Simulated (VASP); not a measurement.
# MgS (I-4m2) in VASP: further runs, part 2 of 2

VASP 6.6.1. The steps go on from the part before.

### Step 3. Single point, LDA (strain +0.015 along x and y, +0.030 along z, atoms carried along)

File INCAR:

```
SYSTEM = MgS
PREC     = Accurate       ! precision mode
ENCUT    = 520            ! plane-wave cutoff, eV
EDIFF    = 1E-6           ! SCF threshold, eV
ISMEAR   = 0              ! smearing method
SIGMA    = 0.05           ! smearing width, eV
LREAL    = .False.        ! projectors in reciprocal space
LASPH    = .True.         ! aspherical terms in the spheres
NELM     = 100            ! most SCF steps
ALGO     = Normal         ! electronic algorithm
ISIF     = 2              ! what is computed and relaxed
LWAVE    = .False.        ! write WAVECAR
LCHARG   = .False.        ! write CHGCAR
NBANDS   = 11             ! bands
```

File KPOINTS:

```
regular mesh
0
Gamma
  8 8 8
  0 0 0
```

File POSCAR:

```
MgS
1.0
    0.0000000000      2.8756168475      2.9181136482
    2.8756168475      0.0000000000      2.9181136482
    2.8756168475      2.8756168475      0.0000000000
Mg S
1 1
Direct
    0.0000000000      0.0000000000      0.0000000000
    0.7500000000      0.7500000000      0.7500000000
```

Potentials or basis: VASP PAW LDA potentials, release 64 (Mg, S).

On the command line:

```console
$ cat potpaw_LDA.64/Mg/POTCAR potpaw_LDA.64/S/POTCAR > POTCAR
$ mpirun -np 1 vasp_std > vasp.out
```

OUTCAR:

```text
SYSTEM = MgS
   PREC = Accurate
   ENCUT = 520
   EDIFF = 1E-6
   ISMEAR = 0
   LREAL = .False.
   LASPH = .True.
   NELM = 100
   ISIF = 2

 ion  position               nearest neighbor table
   1  0.000  0.000  0.000-   2 2.50   2 2.50   2 2.50   2 2.50
   2  0.750  0.750  0.750-   1 2.50   1 2.50   1 2.50   1 2.50

  LATTYP: Found a body centered tetragonal cell.
 ALAT       =     4.0667363459
 C/A-ratio  =     1.4351132702

  Lattice vectors:

 A1 = (  -2.8756168475,   0.0000000000,   2.9181136482)
 A2 = (   2.8756168475,   0.0000000000,   2.9181136482)
 A3 = (   0.0000000000,   2.8756168475,  -2.9181136482)

Analysis of symmetry for initial positions (statically):
=====================================================================
 Subroutine PRICEL returns:
 Original cell was already a primitive cell.

 Routine SETGRP: Setting up the symmetry group for a
 body centered tetragonal supercell.

 Subroutine GETGRP returns: Found  8 space group operations
 (whereof  8 operations were pure point group operations)
 out of a pool of 16 trial point group operations.

The static configuration has the point symmetry D_2d.

Analysis of symmetry for dynamics (positions and initial velocities):
=====================================================================
 Subroutine PRICEL returns:
 Original cell was already a primitive cell.

 Routine SETGRP: Setting up the symmetry group for a
 body centered tetragonal supercell.

 Subroutine GETGRP returns: Found  8 space group operations
 (whereof  8 operations were pure point group operations)
 out of a pool of 16 trial point group operations.

The dynamic configuration has the point symmetry D_2d.

 Subroutine INISYM returns: Found  8 space group operations
 (whereof  8 operations are pure point group operations),
 and found     1 'primitive' translations

----------------------------------------------------------------------------------------

                                     Primitive cell

  volume of cell :      48.2608

  direct lattice vectors                    reciprocal lattice vectors
     0.000000000  2.875616847  2.918113648    -0.173875737  0.173875737  0.171343567
     2.875616847  0.000000000  2.918113648     0.173875737 -0.173875737  0.171343567
     2.875616847  2.875616847  0.000000000     0.173875737  0.173875737 -0.171343567

  length of vectors
     4.096896327  4.096896327  4.066736346     0.299706793  0.299706793  0.299706793

  position of ions in fractional coordinates (direct lattice)
     0.000000000  0.000000000  0.000000000
     0.750000000  0.750000000  0.750000000

  ion indices of the primitive-cell ions
   primitive index   ion index
                 1           1
                 2           2

----------------------------------------------------------------------------------------

 KPOINTS: regular mesh

Automatic generation of k-mesh.
 Grid dimensions read from file:
 generate k-points for:    8    8    8

 Generating k-lattice:

  Cartesian coordinates                     Fractional coordinates (reciprocal lattice)
    -0.021734467  0.021734467  0.021417946     0.125000000  0.000000000  0.000000000
     0.021734467 -0.021734467  0.021417946     0.000000000  0.125000000  0.000000000
     0.021734467  0.021734467 -0.021417946    -0.000000000 -0.000000000  0.125000000

  Length of vectors
     0.037463349  0.037463349  0.037463349

  Shift w.r.t. Gamma in fractional coordinates (k-lattice)
     0.000000000  0.000000000  0.000000000

 Subroutine IBZKPT returns following result:
 ===========================================

 Found     59 irreducible k-points:

 Following reciprocal coordinates:
            Coordinates               Weight
  0.000000  0.000000  0.000000      1.000000
  0.125000  0.000000  0.000000      8.000000
  0.250000  0.000000  0.000000      8.000000
  0.375000  0.000000  0.000000      8.000000
  0.500000  0.000000  0.000000      4.000000
  0.125000  0.125000  0.000000      2.000000
[... 16 lines left out ...]
  0.250000  0.000000  0.125000     16.000000
  0.375000 -0.000000  0.125000     16.000000
 [... further k-points ...]
   k-points           NKPTS =     59   k-points in BZ     NKDIM =     59   number of bands    NBANDS=     11
   number of dos      NEDOS =    301   number of ions     NIONS =      2
   total plane-waves  NPLWV =  27000
   dimension x,y,z NGX =    30 NGY =   30 NGZ =   30
   dimension x,y,z NGXF=    60 NGYF=   60 NGZF=   60
   ions per type =               1   1
   NGX,Y,Z   is equivalent  to a cutoff of  12.17, 12.17, 12.26 a.u.
   NGXF,Y,Z  is equivalent  to a cutoff of  24.35, 24.35, 24.53 a.u.
 SYSTEM =  MgS
   PREC   = accura    normal or accurate (medium, high low for compatibility)
   ISTART =      0    job   : 0-new  1-cont  2-samecut
   ICHARG =      2    charge: 1-file 2-atom 10-const
   ISPIN  =      1    spin polarized calculation?
   LNONCOLLINEAR =      F non collinear calculations
   LSORBIT =      F    spin-orbit coupling
   LASPH  =      T    aspherical Exc in radial PAW
   ENCUT  =  520.0 eV  38.22 Ry    6.18 a.u.   7.62  7.62  7.56*2*pi/ulx,y,z
   NELM   =    100;   NELMIN=  2; NELMDL= -5     # of ELM steps
   EDIFF  = 0.1E-05   stopping-criterion for ELM
[... 8 lines left out ...]
   TEBEG  =    0.0;   TEEND  =   0.0 temperature during run
   PSTRESS=    0.0 pullay stress
   NELECT =       8.0000    total number of electrons
   NUPDOWN=      -1.0000    fix difference up-down
   EMIN   =  10.00;   EMAX   =-10.00  energy-range for DOS
   EFERMI =   0.00;   METHOD = LEGACY
   ISMEAR =     0;   SIGMA  =   0.05  broadening in eV -4-tet -1-fermi 0-gaus
   EFERMI_NEDOS =   21; number of points for ismear=-14 and -15
   IALGO  =     38    algorithm
   IMIX   =      4    mixing-type and parameters
     AMIX     =   0.40;   BMIX     =  1.00
     AMIX_MAG =   1.60;   BMIX_MAG =  1.00
  volume/ion in A,a.u.               =      24.13       162.84
  Fermi-wavevector in a.u.,A,eV,Ry     =   0.899304  1.699439 11.003692  0.808749
  Thomas-Fermi vector in A             =   2.022122
   LORBIT       =      0    0 simple, 1 ext, 2 COOP (PROOUT), +10 PAW based schemes
   GGA     = CA    functional components
   LHFCALC =     F    Hartree Fock is set to
   AEXX    =    0.0000 exact exchange contribution
   IVDW    =     0    specifies the selected vdW correction
   LEPSILON=     F    determine dielectric tensor
   LRPA    =     F    only Hartree local field effects (RPA)
 non-spin polarized calculation
 Gauss-broadening in eV      SIGMA  =   0.05
  energy-cutoff  :      520.00
  volume of cell :       48.26
 maximum number of plane-waves:      1315
   NGX = 15   NGY = 15   NGZ = 15

 number of electron       7.9999999 magnetization

 Free energy of the ion-electron system (eV)
  ---------------------------------------------------
  ext. energy  EPLUGINS =         0.00000000
  ---------------------------------------------------
  free energy    TOTEN  =        -9.30942993 eV

  energy without entropy =       -9.30942993  energy(sigma->0) =       -9.30942993

 E-fermi :   0.7372     XC(G=0):  -8.5300

 val. band max:        0.5324811735   @ k =   0.0000   0.0000   0.0000
 cond. band min:       3.4164011089   @ k =   0.0000   0.0000   0.0000
 fundamental gap:      2.8839199354
 Fermi energy:         0.7372135481

 k-point     1 :       0.0000    0.0000    0.0000
  band No.  band energies     occupation
      1     -10.5235      2.00000
      2       0.4941      2.00000
      3       0.5325      2.00000
      4       0.5325      2.00000
      5       3.4164      0.00000
      6       8.1214      0.00000
      7       8.1293      0.00000
      8       8.1293      0.00000
      9      11.0071      0.00000
     10      11.2489      0.00000
     11      13.3637      0.00000

 k-point     2 :       0.1250    0.0000    0.0000
  band No.  band energies     occupation
      1     -10.4442      2.00000
      2      -0.1635      2.00000
      3       0.4521      2.00000
      4       0.4847      2.00000
      5       4.0870      0.00000
      6       7.9060      0.00000
      7       8.2857      0.00000
      8       8.3020      0.00000
      9      10.5589      0.00000
     10      10.7477      0.00000
     11      13.0317      0.00000
[... 295 lines left out ...]
 k-point    24 :       0.3750   -0.0000    0.1250
  band No.  band energies     occupation
      1     -10.0316      2.00000
      2      -1.8737      2.00000
      3       0.0232      2.00000
      4       0.0791      2.00000
      5       5.5651      0.00000
      6       7.3517      0.00000
      7       8.1273      0.00000
      8       8.5934      0.00000
      9      10.8216      0.00000
     10      12.4684      0.00000
     11      12.9682      0.00000

 [... further k-points ...]
[... 5 lines left out ...]
  --------------------------------------------------------------------------------------
  -------------------------------------------------------------------------------------
  Total       -1.5454103     -1.5454103     -1.6605199      0.0000000     -0.0000000      0.0000000
  in kB      -51.3050544    -51.3050544    -55.1265025      0.0000000     -0.0000000      0.0000000
  external PRESSURE =     -52.5788705 kB  Pullay stress =       0.0000000 kB

 VOLUME and BASIS-vectors are now :
 -----------------------------------------------------------------------------
  energy-cutoff  :      520.00
  volume of cell :       48.26
      direct lattice vectors                 reciprocal lattice vectors
     0.000000000  2.875616847  2.918113648    -0.173875737  0.173875737  0.171343567
     2.875616847  0.000000000  2.918113648     0.173875737 -0.173875737  0.171343567
     2.875616847  2.875616847  0.000000000     0.173875737  0.173875737 -0.171343567

 POSITION                                       TOTAL-FORCE (eV/Angst)
 -----------------------------------------------------------------------------------
      0.00000      0.00000      0.00000        -0.000000     -0.000000     -0.000000
      4.31343      4.31343      4.37717         0.000000      0.000000      0.000000
 -----------------------------------------------------------------------------------
    total drift:                               -0.000000     -0.000000     -0.000000

  FREE ENERGIE OF THE ION-ELECTRON SYSTEM (eV)
  ---------------------------------------------------
  free  energy   TOTEN  =        -9.3094299334 eV

  energy  without entropy=       -9.3094299334  energy(sigma->0) =       -9.30942993
```

It took 34 s on 1 thread of Intel Xeon Platinum 8259CL at 2.50GHz (Skylake/Cascade Lake), shared host; peak memory 0.16 GiB.

Results:

| Item | Value |
| --- | --- |
| Free energy | -9.3094 eV |
| Pressure | -5.3 GPa |
| Band gap on the k mesh | 2.88 eV, direct |

Stress tensor (GPa, compression positive):
```
-5.13  0.00  0.00
 0.00 -5.13  0.00
 0.00  0.00 -5.51
```

### Step 4. Single point, LDA (strain -0.015 along x and y, -0.030 along z, atoms carried along)

File INCAR:

```
ALGO = Normal ; EDIFF = 1E-6
ENCUT = 520 ; ISIF = 2
ISMEAR = 0 ; LASPH = T
LCHARG = F ; LREAL = F
LWAVE = F ; NBANDS = 11
NELM = 100 ; PREC = Accurate
SIGMA = 0.05
```

File KPOINTS:

```
k-points
0
Gamma
  8 8 8
```

File POSCAR:

```
MgS
1.0
    0.0000000000      2.7906232461      2.7481264454
    2.7906232461      0.0000000000      2.7481264454
    2.7906232461      2.7906232461      0.0000000000
Mg S
1 1
Direct
    0.0000000000      0.0000000000      0.0000000000
    0.7500000000      0.7500000000      0.7500000000
```

Potentials or basis: VASP PAW LDA potentials, release 64 (Mg, S).

On the command line:

```console
$ cat potpaw_LDA.64/Mg/POTCAR potpaw_LDA.64/S/POTCAR > POTCAR
$ mpirun -np 1 vasp_std > vasp.out
```

OUTCAR:

```text
EDIFF = 1E-6
   ENCUT = 520
   ISIF = 2
   ISMEAR = 0
   LASPH = T
   LREAL = F
   NELM = 100
   PREC = Accurate

 ion  position               nearest neighbor table
   1  0.000  0.000  0.000-   2 2.40   2 2.40   2 2.40   2 2.40
   2  0.750  0.750  0.750-   1 2.40   1 2.40   1 2.40   1 2.40

  LATTYP: Found a body centered tetragonal cell.
 ALAT       =     3.9465372421
 C/A-ratio  =     1.3926773152

  Lattice vectors:

 A1 = (   0.0000000000,  -2.7906232461,  -2.7481264454)
[... 515 lines left out ...]
      6       8.3371      0.00000
      7       9.3197      0.00000
      8       9.7102      0.00000
      9      12.1080      0.00000
     10      13.6687      0.00000
     11      14.3943      0.00000

 [... further k-points ...]
[... 5 lines left out ...]
  --------------------------------------------------------------------------------------
  -------------------------------------------------------------------------------------
  Total        0.2632342      0.2632342      0.3309523      0.0000000     -0.0000000      0.0000000
  in kB        9.8533454      9.8533454     12.3881608      0.0000000     -0.0000000      0.0000000
  external PRESSURE =      10.6982839 kB  Pullay stress =       0.0000000 kB

 VOLUME and BASIS-vectors are now :
 -----------------------------------------------------------------------------
  energy-cutoff  :      520.00
  volume of cell :       42.80
      direct lattice vectors                 reciprocal lattice vectors
     0.000000000  2.790623246  2.748126445    -0.179171445  0.179171445  0.181942138
     2.790623246  0.000000000  2.748126445     0.179171445 -0.179171445  0.181942138
     2.790623246  2.790623246  0.000000000     0.179171445  0.179171445 -0.181942138

 POSITION                                       TOTAL-FORCE (eV/Angst)
 -----------------------------------------------------------------------------------
      0.00000      0.00000      0.00000         0.000000      0.000000      0.000000
      4.18593      4.18593      4.12219        -0.000000     -0.000000     -0.000000
 -----------------------------------------------------------------------------------
    total drift:                               -0.000000     -0.000000      0.000000

  FREE ENERGIE OF THE ION-ELECTRON SYSTEM (eV)
  ---------------------------------------------------
  free  energy   TOTEN  =        -9.3909047183 eV

  energy  without entropy=       -9.3909047183  energy(sigma->0) =       -9.39090472
```

stdout:

```text
POSCAR found type information on POSCAR MgS
 POSCAR found :  2 types and       2 ions
 scaLAPACK will be used
 LDA part: xc-table for (Slater(with rela. corr.)+CA(PZ))
 , standard interpolation
 POSCAR, INCAR and KPOINTS ok, starting setup
 FFT: planning ... GRIDC
 FFT: planning ... GRID_SOFT
 FFT: planning ... GRID
 WAVECAR not read
 entering main loop
```

Run time: 34 s. Hardware: 1 thread of Intel Xeon Platinum 8259CL at 2.50GHz (Skylake/Cascade Lake), shared host; peak memory 0.16 GiB.

What came out:

```
Free energy            : -9.3909 eV
Pressure               : 1.1 GPa
Band gap on the k mesh : 3.46 eV, direct
```

### Step 5. Single point, LDA (strain -0.015 along x and y, +0.030 along z, atoms carried along)

File INCAR:

```
  PREC = Accurate
  ENCUT = 520
  EDIFF = 1E-7
  ISMEAR = 0
  SIGMA = 0.05
  LREAL = False
  LASPH = True
  NELM = 100
  ALGO = Normal
  ISIF = 2
  LWAVE = False
  LCHARG = False
  GGA = CA
  NBANDS = 11
```

File KPOINTS:

```
Automatic mesh
0
Gamma
  8 8 8
```

File POSCAR:

```
MgS
1.0
    0.0000000000      2.7906232461      2.9181136482
    2.7906232461      0.0000000000      2.9181136482
    2.7906232461      2.7906232461      0.0000000000
Mg S
1 1
Direct
    0.0000000000      0.0000000000      0.0000000000
    0.7500000000      0.7500000000      0.7500000000
```

On the command line:

```console
$ cat potpaw_LDA.64/Mg/POTCAR potpaw_LDA.64/S/POTCAR > POTCAR
$ mpirun -np 1 vasp_std > vasp.out
```

Run time: 34 s. Hardware: 1 thread of Intel Xeon Platinum 8259CL at 2.50GHz (Skylake/Cascade Lake), shared host; peak memory 0.16 GiB.

The run converged. Its results:

- Free energy: -9.3741 eV
- Pressure: -2.5 GPa
- Band gap on the k mesh: 3.13 eV, direct

Stress tensor (GPa, compression positive):
```
-2.17  0.00  0.00
 0.00 -2.17  0.00
 0.00  0.00 -3.29
```

Levels at points of the mesh, in eV from the valence-band top:
| k point | band 1 | band 2 | band 3 | band 4 | band 5 | band 6 | band 7 | band 8 | band 9 |
| --- | --- | --- | --- | --- | --- | --- | --- | --- | --- |
| (0.00, 0.00, 0.00) | -11.28 | -0.13 | 0.00 | 0.00 | 3.13 | 7.70 | 7.74 | 7.74 | 10.29 |
| (0.50, 0.00, 0.00) | -10.58 | -3.25 | -0.49 | -0.26 | 4.79 | 7.24 | 7.63 | 8.33 | 12.46 |
| (0.50, 0.50, 0.00) | -10.40 | -3.06 | -0.96 | -0.96 | 3.69 | 5.60 | 10.48 | 12.07 | 12.07 |
| (0.50, 0.00, 0.50) | -10.33 | -2.85 | -1.18 | -1.16 | 3.59 | 5.28 | 10.97 | 11.44 | 12.30 |

A k mesh can miss the band edges.

### Step 6. Summary

| cell | gap on the mesh (eV) | pressure (GPa) |
| --- | --- | --- |
| strain +0.000 along x and y, -0.015 along z, atoms carried along | 3.23 | -1.7 |
| strain +0.015 along x and y, +0.030 along z, atoms carried along | 2.88 | -5.3 |
| strain -0.015 along x and y, -0.030 along z, atoms carried along | 3.46 | 1.1 |
| strain -0.015 along x and y, +0.030 along z, atoms carried along | 3.13 | -2.5 |

Alike in all rows: task single point; level LDA; potentials or basis VASP PAW LDA potentials, release 64 (Mg, S); no spin polarisation; k mesh 8 × 8 × 8; cutoff (eV) 520; smearing gaussian 0.05 eV.

Absolute energies hang on the potentials; compare differences alone.
